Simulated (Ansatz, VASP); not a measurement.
**Two plane-wave programs on HfN**

The input INCAR:

```
SYSTEM = HfN
PREC = Accurate ; ENCUT = 520
EDIFF = 1E-6 ; ISMEAR = 0
SIGMA = 0.15 ; LREAL = .FALSE.
LASPH = .TRUE. ; NELM = 80
ALGO = Normal ; ISIF = 2
LWAVE = .FALSE. ; LCHARG = .FALSE.
GGA = PS ; NBANDS = 14
```

KPOINTS

```
Automatic mesh
0
G
  22 22 22
  0 0 0
```

The input POSCAR:

```
HfN
1.0
    0.0000000000      2.4335341244      2.4335341244
    2.4335341244      0.0000000000      2.4335341244
    2.4335341244      2.4335341244      0.0000000000
Hf N
1 1
Direct
    0.0000000000      0.0000000000      0.0000000000
    0.7500000000      0.7500000000      0.7500000000
```

Input for Ansatz:

```yaml
crystal:
  lattice:
    - [0.0, 2.4335341244, 2.4335341244]
    - [2.4335341244, 0.0, 2.4335341244]
    - [2.4335341244, 2.4335341244, 0.0]
  atoms:
    - { symbol: Hf, position: [0.0, 0.0, 0.0] }
    - { symbol: "N", position: [0.75, 0.75, 0.75] }
basis:
  ecutwfc: 420
kpoints:
  mp_grid: { grid: [22, 22, 22] }
hamiltonian:
  xc: pbesol
scf:
  occupations: { method: gaussian, width: 0.15 }
output:
  forces: true
  stress: true
  eigenvalues: true
```

The cell comes from a database or a generator and needn't be the stable form of this composition.

Alike in both runs: task single point; functional PBEsol; k mesh 22 × 22 × 22; occupations gaussian, width 0.15 eV; no spin polarisation.

```csv
,VASP,Ansatz
version,VASP 6.6.1,Ansatz 0.2.0
potentials or method,"VASP PAW PBE potentials, release 64 (Hf_pv, N)","scalar-relativistic, plane waves, PAW"
plane-wave cutoff (eV),520,420
valence electrons in the cell,15,31
```

Ansatz gave:

| Quantity | Value |
| --- | --- |
| gap on the k mesh at the Fermi level (eV) | none |
| pressure (GPa) | 0.0 |

Problem. Estimate VASP's values.

Solution. gap on the k mesh at the Fermi level (eV): none; pressure (GPa): -0.8.

A gap of «none» marks a metal or a gap that the smearing closes. The two sets of potentials don't hold the same shells in valence.

Caveats: the PAW data sets were made with another functional, which shifts forces and pressure a little (VASP). Spin-orbit coupling is left out, which matters for the levels of Hf.
